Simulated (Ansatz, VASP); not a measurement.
# Ge in VASP and in Ansatz

```
Ge
1.0
     2.82122    0.00000    0.00000
    -1.41061    2.44325    0.00000
     0.00000    0.00000    2.76809
Ge
1
Direct
  0.00000 0.00000 0.00000
```

Alike in both runs: functional r2SCAN; k mesh 6 × 6 × 6; occupations gaussian, width 0.1 eV; no spin polarisation.

Ansatz relaxed the structure, and its values are those at the end. VASP's run is a single point on that final structure, the one shown.

|  | VASP | Ansatz |
| --- | --- | --- |
| version | VASP 6.6.1 | Ansatz 0.2.0 |
| potentials or method | VASP PAW PBE potentials, release 64 (Ge_d) | scalar-relativistic, plane waves, PAW |
| plane-wave cutoff (eV) | 520 | 500 |
| valence electrons in the cell | 14 | 14 |

Ansatz gave:

* gap on the k mesh at the Fermi level (eV): none
* pressure (GPa): 0.0

Q: Which values does VASP return?

A: gap on the k mesh at the Fermi level (eV): none; pressure (GPa): -0.1.

A gap of «none» marks a metal or a gap that the smearing closes. The functional is the same, so the differences come from potentials, cutoffs and numerics.

Caveats: the k mesh is coarse (spacing up to 0.43 Å⁻¹), so the values aren't converged; the PAW data sets were made with another functional, which shifts forces and pressure a little (VASP).
